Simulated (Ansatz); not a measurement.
# Co (sc type): how the settings move a single-point run

Aim: see which settings change the result for Co (sc type), by how much, and at what cost.

Computed with Ansatz 0.2.0 (reference: DFT, PBE, all-electron LAPW, scalar-relativistic, unless a step's input says otherwise).

1 further run of the same task is left out (it didn't finish).

**1. The starting structure**

The structure is cubic, space group Pm-3m (No. 221). The conventional cell has a = 2.058 Å, b = 2.058 Å, c = 2.058 Å, α = 90.00°, β = 90.00°, γ = 90.00°. Around Co (site symmetry m-3m) lie 6 Co at 2.06 Å.

As a file:

```
Co
1.0
     2.05786    0.00000    0.00000
     0.00000    2.05786    0.00000
     0.00000    0.00000    2.05786
Co
1
Direct
  0.00000 0.00000 0.00000
```

**2. The reference run**

input.yaml reads:

```yaml
crystal:
  lattice:
    - [2.0578604358, 0.0, 0.0]
    - [0.0, 2.0578604358, 0.0]
    - [0.0, 0.0, 2.0578604358]
  atoms:
    - { symbol: Co, position: [0.0, 0.0, 0.0], spin: 1.7 }
magnetization:
  spin_polarized: true
kpoints:
  mp_grid: { grid: [17, 17, 17] }
scf:
  occupations: { method: fermi_dirac, width: 0.05 }
hamiltonian:
  xc: pbe
  pseudopotentials: { kind: all_electron, lapw: { basis_error: 0.001 } }
output:
  forces: true
  stress: true
  eigenvalues: true
  populations: true
```

Command:

```
> ansatz run input.yaml --threads 1 --pin off --max-ram 3072MiB --backend cpu --events-out ev --progress --plain --runs-dir out
```

Excerpt of the output:

```text
[...]
Basis set: ecut = 476.41715481093485 eV, 203 PW (Γ), exchange–correlation at level 2
[...]
Magnetic group: BNS 221.92 (UNI 1594), of the structure as read, at distance tolerance 2.1e-5 Å
k-points: 165 of 4913
[...]
SCF iter   1: F=—  HF=-37915.664592 eV  |F-HF|=—  |Δ(HF+E_count)|=         —  Δρ=3.49e-2 (↑2.68e-2 ↓3.49e-2)  dr2=2.76e-2  dr2_m=6.83e-2  M=1.249 μB ∫|m|=1.260 μB  β_m=0.30  ethr=1.63e-4  ⟨swp⟩=3.0  Hψ=33478  notcnv=0
[...]
preconditioner: auto → none  [metal: Δε(μ)=0.012 eV  Ē_g=19.368 eV  σ=0.050 eV  W_gap=0.06  n_scr=0 (ndim 8)  ℏωp=37.7 eV  f_vac=0.000  D(μ)=1.29/eV (n_scr^D=18)]
SCF iter   2: F=—  HF=-37915.673148 eV  |F-HF|=—  |Δ(HF+E_count)|=   8.56e-3  Δρ=2.72e-2 (↑2.17e-2 ↓2.72e-2)  dr2=1.21e-2  dr2_m=4.43e-2  M=1.205 μB ∫|m|=1.219 μB  β_m=0.49  ethr=1.62e-4  ⟨swp⟩=2.0  Hψ=12308  notcnv=0
[...]
SCF iter   8: F=—  HF=-37915.687934 eV  |F-HF|=—  |Δ(HF+E_count)|=   3.84e-7  Δρ=7.26e-6 (↑6.61e-6 ↓7.26e-6)  dr2=2.85e-11  dr2_m=3.83e-9  M=1.133 μB ∫|m|=1.164 μB  β_m=0.97  ethr=9.23e-11  ⟨swp⟩=3.0  Hψ=13378  notcnv=0
SCF iter   9: F=-37915.687934 eV  HF=-37915.687934 eV  |F-HF|=8.73e-11  |Δ(HF+E_count)|=   4.21e-9  Δρ=9.30e-7 (↑4.28e-7 ↓9.30e-7)  dr2=1.15e-11  dr2_m=3.61e-11  M=1.133 μB ∫|m|=1.164 μB  ethr=1.00e-12  ⟨swp⟩=3.0  Hψ=13471  notcnv=0
[...]
SCF converged after 9 iterations
Magnetization: 1.1327 μB (9.0664 up, 7.9336 down)
[...]
Free energy (F): -37915.687934 eV
[...]
E sigma→0 (E₀):  -37915.682791 eV
[...]
Fermi energy:    25.086272 eV
[...]
  P = ⅓ Tr σ = 127.0244 GPa (1270.244 kbar)
[...]
```

Run time: 35 s. Hardware: 1 thread of Arm Neoverse V1, shared host; peak memory 0.45 GiB.

**3. Variant: starting moments**

input.yaml, as its differences from that of step 2:

```diff
@@ -6,3 +6,3 @@
   atoms:
-    - { symbol: Co, position: [0.0, 0.0, 0.0], spin: 1.7 }
+    - { symbol: Co, position: [0.0, 0.0, 0.0], spin: 0.2 }
 magnetization:
```

Command:

```
> ansatz run input.yaml --threads 1 --pin off --max-ram 3072MiB --backend cpu --events-out ev --progress --plain --runs-dir out
```

Output, cut to the lines that bear on the results:

```text
Co: projections on atomic orbitals take those of the free atom 1s2 2s2 2p6 3s2 3p6 3d7 4s2, of charge +0.00 (hamiltonian.pseudopotentials.projection_atoms)
LAPW: plane waves up to 11.182 Å⁻¹, error target 1.0e-3 eV per atom; small_component_spin mean_spin; Co in spheres of 1.029 Å, 17 of its electrons in bands, Dirac shells []
[...]
Pseudopotentials: kind: all_electron
Pseudopotential: Co, LAPW, valence charge 17, Koelling and Harmon's equation, gaussian nucleus
Functional definition: PBE
[...]
Crystal: 1 atoms, lattice volume = 8.715 Å³
Basis set: ecut = 476.41715481093485 eV, 203 PW (Γ), exchange–correlation at level 2
Bands: 13, of which v1, the nominal top of the filled ones, is band 9 counted from 1 (8 counted from 0)
Symmetry: 48 space group operations
Space group: Pm-3m (ITA 221), of the structure as read, at distance tolerance 2.1e-5 Å
Magnetic group: BNS 221.92 (UNI 1594), of the structure as read, at distance tolerance 2.1e-5 Å
k-points: 165 of 4913
[...]
Starting moments: Σ|m| = 0.2 μB on 1 of 1 site
[...]
SCF iter   1: F=—  HF=-37915.673662 eV  |F-HF|=—  |Δ(HF+E_count)|=         —  Δρ=1.14e-2 (↑1.02e-2 ↓1.14e-2)  dr2=2.88e-2  dr2_m=2.03e-4  M=0.177 μB ∫|m|=0.178 μB  β_m=0.30  ethr=1.71e-4  ⟨swp⟩=3.0  Hψ=31620  notcnv=0
[...]
the basis was enlarged: its passes take 1.2 MiB over the memory plan, 2 of 2 planned eigensolver slots
[...]
SCF iter  24: F=-37915.687934 eV  HF=-37915.687934 eV  |F-HF|=3.97e-9  |Δ(HF+E_count)|=   2.08e-8  Δρ=2.01e-6 (↑2.01e-6 ↓6.03e-7)  dr2=2.58e-10  dr2_m=6.99e-11  M=1.133 μB ∫|m|=1.164 μB  ethr=2.80e-11  ⟨swp⟩=2.4  Hψ=11789  notcnv=0
[...]
at 15 of the mixer's solves, the last at iteration 19, it left a direction of its history that read negative out of its fit and stepped the other way along it
SCF converged after 24 iterations
Magnetization: 1.1328 μB (9.0664 up, 7.9336 down)
Absolute magnetization: 1.1645 μB (∫|ρ↑−ρ↓|)
Spin contamination: 0.0062 ħ² per cell (⟨S²⟩ above its minimum at these occupations)
Per-site moments (μB) at R_I (Å): [(1.1400933208930848, 1.0289302025677407)]
Free energy (F): -37915.687934 eV
[...]
E sigma→0 (E₀):  -37915.682791 eV
Entropy (-TS):   -0.010286 eV (-10.286 meV/atom)
Fermi energy:    25.086199 eV
[...]
--- Forces (eV/Å), atoms counted from 1 ---
  atom   1  Co     0.00000000     0.00000000    -0.00000000
[...]
--- Stress (GPa, compression-positive) ---
      127.024401       0.000000       0.000000
        0.000000     127.024401       0.000000
        0.000000       0.000000     127.024401
  P = ⅓ Tr σ = 127.0244 GPa (1270.244 kbar)
--- Band table (eV; the first three rows and the last of 330) ---
  k-point 0 ↑: bands = ["-71.3024", "-33.9525", "-33.9525", "-33.9525", "14.5271", "19.1068", "19.1068", "25.0196", "25.0196", "25.0196", "49.1135", "49.1135", "49.1135"]
[...]
--- Löwdin populations: 1 site ---
  site symbol       q [e]    m [muB]
     0     Co     26.8222     1.1481
  spilling = 0.006584 (of n_electrons = 27.000000)
```

Run time: 70 s. Hardware: 1 thread of Arm Neoverse V1, shared host; peak memory 0.42 GiB.

The changed input (spin start) leaves the energy the same to the digits printed. Cost: 24 SCF cycles against 9, 70 s against 35 s.

**4. Changing settings: hubbard.sites [{species: Co, l: d, u_eff: 3.0}], hubbard.double_counting fll**

input.yaml, as its differences from that of step 2:

```diff
@@ -16,2 +16,3 @@
   pseudopotentials: { kind: all_electron, lapw: { basis_error: 0.001 } }
+  hubbard: { sites: [{ species: Co, l: d, u_eff: 3.0 }], double_counting: fll }
 output:
```

Command:

```
> ansatz run input.yaml --threads 1 --pin off --max-ram 3072MiB --backend cpu --events-out ev --progress --plain --runs-dir out
```

Output:

```text
Co: projections on atomic orbitals take those of the free atom 1s2 2s2 2p6 3s2 3p6 3d7 4s2, of charge +0.00 (hamiltonian.pseudopotentials.projection_atoms)
LAPW: plane waves up to 11.182 Å⁻¹, error target 1.0e-3 eV per atom; small_component_spin mean_spin; Co in spheres of 1.029 Å, 17 of its electrons in bands, Dirac shells []
Engine: ansatz 0.2.0
[... 3 set-up lines as earlier in the session ...]
  parameter kappa = 0.804
  parameter beta = 0.06672455060314922
  exchange = pbe_x(kappa = kappa, mu = beta*pi^2/3)
  correlation = pbe_c(beta = beta)
Crystal: 1 atoms, lattice volume = 8.715 Å³
Basis set: ecut = 476.41715481093485 eV, 203 PW (Γ), exchange–correlation at level 2
Bands: 14, of which v1, the nominal top of the filled ones, is band 9 counted from 1 (8 counted from 0)
[... 2 set-up lines as earlier in the session ...]
Magnetic group: BNS 221.92 (UNI 1594), of the structure as read, at distance tolerance 2.1e-5 Å
k-points: 165 of 4913
Non-local potential: Co, projectors of the file, none
Initial density: superposition of atomic densities (chi_scale 0.1, normalization cell)
Starting moments: Σ|m| = 1.7 μB on 1 of 1 site
Initial wavefunctions: plane waves of lowest kinetic energy (no species holds an atomic orbital)
Functional: x = pbe(κ = 0.804, μ = 0.2195149727645171), c = pbe(β = 0.06672455060314922)
iter 1 solved again at ethr=2.42e-4 eV; its pass at ethr=1.00e-1 eV (dr2=4.11e-2 eV) is discarded
SCF iter   1: F=—  HF=-37913.371525 eV  |F-HF|=—  |Δ(HF+E_count)|=         —  Δρ=1.73e-2 (↑1.73e-2 ↓1.52e-2)  dr2=4.08e-2  dr2_m=8.14e-3  M=1.614 μB ∫|m|=1.634 μB  β_m=1.00  ethr=2.42e-4  ⟨swp⟩=3.0  Hψ=32934  notcnv=0
preconditioner: auto → none  [metal: Δε(μ)=0.004 eV  Ē_g=19.899 eV  σ=0.050 eV  W_gap=0.02  n_scr=0 (ndim 8)  ℏωp=37.7 eV  f_vac=0.000  D(μ)=1.02/eV (n_scr^D=18)]
SCF iter   2: F=—  HF=-37913.514641 eV  |F-HF|=—  |Δ(HF+E_count)|=   1.43e-1  Δρ=9.02e-3 (↑9.02e-3 ↓8.37e-3)  dr2=1.27e-2  dr2_m=8.82e-4  M=1.621 μB ∫|m|=1.670 μB  β_m=1.00  ethr=2.40e-4  ⟨swp⟩=2.0  Hψ=13515  notcnv=0
SCF iter   3: F=—  HF=-37913.564807 eV  |F-HF|=—  |Δ(HF+E_count)|=   5.02e-2  Δρ=4.93e-3 (↑4.93e-3 ↓4.92e-3)  dr2=4.25e-3  dr2_m=1.21e-4  M=1.628 μB ∫|m|=1.685 μB  β_m=1.00  ethr=7.48e-5  ⟨swp⟩=2.0  Hψ=12228  notcnv=0
iter 4 solved again at ethr=5.57e-7 eV; its pass at ethr=2.50e-5 eV (dr2=9.48e-5 eV) is discarded
SCF iter   4: F=—  HF=-37913.591625 eV  |F-HF|=—  |Δ(HF+E_count)|=   2.68e-2  Δρ=1.29e-3 (↑3.35e-4 ↓1.29e-3)  dr2=9.45e-5  dr2_m=2.24e-5  M=1.630 μB ∫|m|=1.691 μB  β_m=1.00  ethr=5.57e-7  ⟨swp⟩=2.0  Hψ=20852  notcnv=0
SCF iter   5: F=—  HF=-37913.607824 eV  |F-HF|=—  |Δ(HF+E_count)|=         —  Δρ=9.43e-4 (↑4.61e-4 ↓9.43e-4)  dr2=5.23e-5  dr2_m=7.10e-6  M=1.632 μB ∫|m|=1.693 μB  β_m=1.00  ethr=5.56e-7  ⟨swp⟩=2.6  Hψ=12131  notcnv=0
the basis was enlarged: its passes take 781.8 KiB over the memory plan, 2 of 2 planned eigensolver slots
SCF iter   6: F=—  HF=-37913.616973 eV  |F-HF|=—  |Δ(HF+E_count)|=   9.15e-3  Δρ=7.58e-4 (↑2.95e-4 ↓7.58e-4)  dr2=2.96e-5  dr2_m=4.78e-6  M=1.632 μB ∫|m|=1.693 μB  β_m=0.30  ethr=3.08e-7  ⟨swp⟩=2.5  Hψ=12080  notcnv=0
Mixer restart at iter 6: flushing history
spin-set hold released at iteration 6 (site moments contracting): the magnetisation degrees of freedom join the quasi-Newton model from the next iteration; the mixer history was flushed
SCF iter   7: F=—  HF=-37913.622355 eV  |F-HF|=—  |Δ(HF+E_count)|=   5.38e-3  Δρ=8.63e-4 (↑2.09e-4 ↓8.63e-4)  dr2=2.55e-5  dr2_m=9.70e-6  M=1.633 μB ∫|m|=1.694 μB  β_m=0.62  ethr=1.74e-7  ⟨swp⟩=2.5  Hψ=12065  notcnv=0
SCF iter   8: F=—  HF=-37913.631367 eV  |F-HF|=—  |Δ(HF+E_count)|=   9.01e-3  Δρ=7.17e-4 (↑7.17e-4 ↓7.03e-4)  dr2=1.55e-5  dr2_m=3.28e-5  M=1.642 μB ∫|m|=1.703 μB  β_m=0.79  ethr=1.50e-7  ⟨swp⟩=3.0  Hψ=13340  notcnv=0
SCF iter   9: F=—  HF=-37913.631974 eV  |F-HF|=—  |Δ(HF+E_count)|=   6.07e-4  Δρ=1.19e-3 (↑5.79e-4 ↓1.19e-3)  dr2=8.69e-5  dr2_m=3.81e-5  M=1.650 μB ∫|m|=1.710 μB  β_m=0.90  ethr=9.13e-8  ⟨swp⟩=3.0  Hψ=13282  notcnv=0
SCF iter  10: F=—  HF=-37913.631946 eV  |F-HF|=—  |Δ(HF+E_count)|=   2.78e-5  Δρ=5.41e-4 (↑5.41e-4 ↓2.92e-4)  dr2=1.65e-5  dr2_m=9.69e-6  M=1.655 μB ∫|m|=1.716 μB  β_m=0.95  ethr=9.13e-8  ⟨swp⟩=3.0  Hψ=13109  notcnv=0
SCF iter  11: F=—  HF=-37913.631995 eV  |F-HF|=—  |Δ(HF+E_count)|=   4.92e-5  Δρ=3.15e-4 (↑3.15e-4 ↓2.42e-4)  dr2=6.71e-7  dr2_m=5.88e-6  M=1.661 μB ∫|m|=1.722 μB  β_m=0.87  ethr=9.13e-8  ⟨swp⟩=2.0  Hψ=11796  notcnv=0
SCF iter  12: F=—  HF=-37913.631998 eV  |F-HF|=—  |Δ(HF+E_count)|=   2.38e-6  Δρ=1.14e-4 (↑1.14e-4 ↓1.04e-4)  dr2=3.29e-8  dr2_m=9.12e-7  M=1.667 μB ∫|m|=1.727 μB  β_m=0.94  ethr=3.95e-9  ⟨swp⟩=3.0  Hψ=12891  notcnv=0
SCF iter  13: F=—  HF=-37913.631998 eV  |F-HF|=—  |Δ(HF+E_count)|=   7.64e-7  Δρ=7.45e-6 (↑7.01e-6 ↓7.45e-6)  dr2=4.05e-10  dr2_m=3.95e-9  M=1.668 μB ∫|m|=1.729 μB  β_m=0.92  ethr=1.93e-10  ⟨swp⟩=3.0  Hψ=13010  notcnv=0
SCF iter  14: F=-37913.631998 eV  HF=-37913.631998 eV  |F-HF|=7.42e-10  |Δ(HF+E_count)|=   2.11e-8  Δρ=8.57e-7 (↑8.43e-7 ↓8.57e-7)  dr2=2.76e-12  dr2_m=5.51e-11  M=1.669 μB ∫|m|=1.729 μB  ethr=2.38e-12  ⟨swp⟩=3.0  Hψ=13255  notcnv=0
SCF 1 converged in 14 iterations: F = -37913.631998 eV  dr2 = 2.76e-12
SCF converged after 14 iterations
Magnetization: 1.6685 μB (9.3343 up, 7.6657 down)
Absolute magnetization: 1.7287 μB (∫|ρ↑−ρ↓|)
Spin contamination: 0.0188 ħ² per cell (⟨S²⟩ above its minimum at these occupations)
Per-site moments (μB) at R_I (Å): [(1.6893214465334268, 1.0289302025677407)]
Free energy (F): -37913.631998 eV
Harris-Foulkes:  -37913.631998 eV  (|F-HF|=7.42e-10)
Internal energy: -37913.622798 eV  (E = F + TS)
E sigma→0 (E₀):  -37913.627398 eV
Entropy (-TS):   -0.009200 eV (-9.200 meV/atom)
Fermi energy:    25.030095 eV
--- Per-component energies (eV) ---
  E_band       = -152.198659
  E_kinetic    = 38503.452001
  E_xc         = -1629.687763
  E_hubbard    = 1.893277  (on-site DFT+U / exact-exchange correction)
  E_vhub       = -8.174970  (the Hubbard potential's part of the band-sum identity)
  E_electrostatic = -74789.280313  (all electrons and nuclei)
  E_smearing   = -0.009200  (= −TS)
  E_closure    = 0.000000  (closes the sum)
  E_atoms      = -37909.289263  (free atoms, spherical and without spin; not in F)
  Σ components = -37913.631998   (vs F -37913.631998, Δ=0.00e0)
  Basis errors (estimates in eV, not in F): energy 3.8e-4 per atom: plane waves 3.3e-4 (1.8e-4 summed), levels above the bands 2.6e-188, relativity 3.6e-8, radial functions 5.5e-5, core shells 3.3e-7; eigenvalues (radial functions only) 5.1e-6; not estimated: angular momenta, meshes, grids; target (lapw.basis_error) 1.0e-3; muffin-tin radii Co 1.029 Å
--- Forces (eV/Å), atoms counted from 1 ---
  atom   1  Co    -0.00000000    -0.00000000     0.00000000
  max |Σ_I F_I| component: 1.03e-32 eV/Å
--- Stress (GPa, compression-positive) ---
      140.566897      -0.000000      -0.000000
       -0.000000     140.566897       0.000000
       -0.000000       0.000000     140.566897
  P = ⅓ Tr σ = 140.5669 GPa (1405.669 kbar)
--- Band table (eV; the first three rows and the last of 330) ---
  k-point 0 ↑: bands = ["-71.3789", "-34.0335", "-34.0335", "-34.0335", "14.5161", "17.7724", "17.7724", "23.4454", "23.4454", "23.4454", "49.0736", "49.0736", "49.0736", "54.0693"]
  k-point 1 ↑: bands = ["-71.3728", "-34.0723", "-34.0302", "-34.0302", "14.6539", "17.7990", "17.8665", "23.3668", "23.3668", "23.4516", "47.5411", "49.2695", "49.2695", "54.0092"]
  k-point 2 ↑: bands = ["-71.3556", "-34.1829", "-34.0208", "-34.0208", "15.0508", "17.8755", "18.1483", "23.1458", "23.1458", "23.4695", "44.7783", "49.8437", "49.8437", "53.8302"]
  k-point 164 ↓: bands = ["-68.7867", "-32.8530", "-32.8517", "-32.8517", "20.6127", "20.6887", "20.6887", "27.4237", "27.4237", "38.5438", "41.2619", "42.0367", "42.0367", "47.2704"]
Occupation matrices written to <dir>
--- Löwdin populations: 1 site ---
  site symbol       q [e]    m [muB]
     0     Co     26.8136     1.6957
  spilling = 0.006905 (of n_electrons = 27.000000)
```

Wall time 47 s (1 thread of Arm Neoverse V1, shared host); peak memory 0.46 GiB.

Changing the Hubbard U moves the energy by +2.06 eV/atom, and the pressure goes from 127.0 to 140.6 GPa and the absolute moment goes from 1.16 to 1.73 μB. The U term adds an energy of its own, so the shift says nothing about which run is better. U shifts the shell's levels, filled ones down and empty ones up and enlarges the moments. Cost: 14 SCF cycles against 9.

**5. All runs together**

```csv
run,ending,energy change,pressure (GPa),abs. moment (μB),force (eV/Å),cycles,time
reference,converged,0,127.0,1.16,0.00,9,35 s
1: starting moments,converged,0.0 meV/atom,127.0,1.16,0.00,24,70 s
"2: hubbard.sites [{species: Co, l: d, u_eff: 3.0}], hubbard.double_counting fll",converged,+2.06 eV/atom (U changed: no physical gain or loss),140.6,1.73,0.00,14,47 s
```

Residual by cycle in the longest SCF loop of each run; runs are numbered as in the table. The quantity is the density residual dr2, in eV.

```csv
cycle,reference,run 1,run 2
1,0.0276,0.0288,0.0408
3,3.1e-6,3.9e-5,0.00425
5,1.7e-5,3.4e-4,5.2e-5
7,1.6e-8,5.1e-7,2.5e-5
9,1.2e-11,3.0e-7,8.7e-5
11,-,5.6e-6,6.7e-7
14,-,1.6e-5,2.8e-12
16,-,1.5e-5,-
18,-,1.4e-5,-
20,-,1.2e-6,-
22,-,1.7e-7,-
24,-,2.6e-10,-
```

**Reading.** «starting moments» leaves the energy as it was. A changed U is a change of model: its shifts are not errors of convergence. The structure is not at rest: the sound run finds 127 GPa, so these are no properties of the relaxed crystal. 
